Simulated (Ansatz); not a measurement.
# Cu under changes of volume

One of the cells (11.436 Å³/atom); the others are scaled copies at fixed shape and fractional positions:

```xyz
2
Lattice="2.5341 0.0000 0.0000 -1.2670 2.1946 0.0000 0.0000 0.0000 4.1126" Properties=species:S:1:pos:R:3 pbc="T T T"
Cu    1.2670    0.7315    3.0844
Cu    0.0000    1.4631    1.0281
```

This isn't the form of Cu at room conditions, which is fcc.

```yaml
Program: Ansatz 0.2.0
Functional: PBE
Potentials_or_basis: Ansatz PAW
Cutoff: "420 eV (not typed: the program's choice for these potentials)"
k_mesh: 12 × 12 × 7
Occupations: fermi-dirac, width 0.05 eV
Spin: no spin polarisation
```

| volume (Å³/atom) | energy over the lowest point (meV/atom) | pressure (GPa) |
| --- | --- | --- |
| 10.749 | 68.28 | 19.9 |
| 10.978 | 43.35 | 15.2 |
| 11.207 | ? | ? |
| 11.436 | 11.62 | 7.3 |
| 11.664 | 3.57 | 4.0 |
| 11.893 | 0.00 | 1.1 |
| 12.122 | 0.41 | -1.5 |

Task: What does the run at 11.207 Å³/atom give?

Result: Energy over the lowest point 24.67 meV/atom; pressure 11.0 GPa.

Worked out: A Birch-Murnaghan fit of order 3 (a polynomial in V^(-2/3)) to the other rows has its minimum at 11.98 Å³/atom with B0 = V·E''(V) = 141 GPa and B' = 4.8 at fixed shape and positions, which overstates the stiffness. It gives 24.68 meV/atom at 11.207 Å³/atom, against the run's 24.67, and -dE/dV = 11.0 GPa, against 11.0.

Energies are extrapolated to zero smearing.
